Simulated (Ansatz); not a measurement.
A run of Ansatz 0.2.0:

The input input.yaml:

```yaml
crystal:
  lattice:
    - [5.83900561, 0.0, 0.0]
    - [0.0, 5.83900561, 0.0]
    - [0.0, 0.0, 5.83900561]
  atoms:
    - { symbol: Cs, position: [0.0, 0.0, 0.0] }
    - { symbol: Sn, position: [0.5, 0.5, 0.5] }
    - { symbol: Br, position: [0.0, 0.5, 0.5] }
    - { symbol: Br, position: [0.5, 0.5, 0.0] }
    - { symbol: Br, position: [0.5, 0.0, 0.5] }
hamiltonian:
  xc: blyp
  pseudopotentials: { kind: paw }
kpoints:
  mp_grid: { grid: [5, 5, 5] }
  band_path:
    path:
      - [[0.0, 0.0, 0.0], [0.0, 0.5, 0.0], [0.5, 0.5, 0.0], [0.0, 0.0, 0.0], [0.5, 0.5, 0.5], [0.0, 0.5, 0.0]]
      - [[0.5, 0.5, 0.0], [0.5, 0.5, 0.5]]
    npoints: 14
scf:
  occupations: { method: fermi_dirac, width: 0.05 }
  n_extra_bands: 12
output:
  forces: true
  stress: true
  eigenvalues: true
  fatbands: false
```

Potentials or basis: Ansatz PAW.

Command:

```bash
$ ansatz run input.yaml --threads 2 --pin off --max-ram 5632MiB --backend cpu --events-out ev --progress --plain --runs-dir out
```

Hardware: 2 threads of AMD EPYC 9R45 96-Core Processor (Zen 5), on a shared host.

Question: How long does it take, and how much memory?

Answer: Run time: 2.5 s on 2 threads of AMD EPYC 9R45 96-Core Processor (Zen 5), on a shared host, peak memory 0.62 GiB. Counts: scf iterations 6, plane waves 3887, k points 10, bands 34.
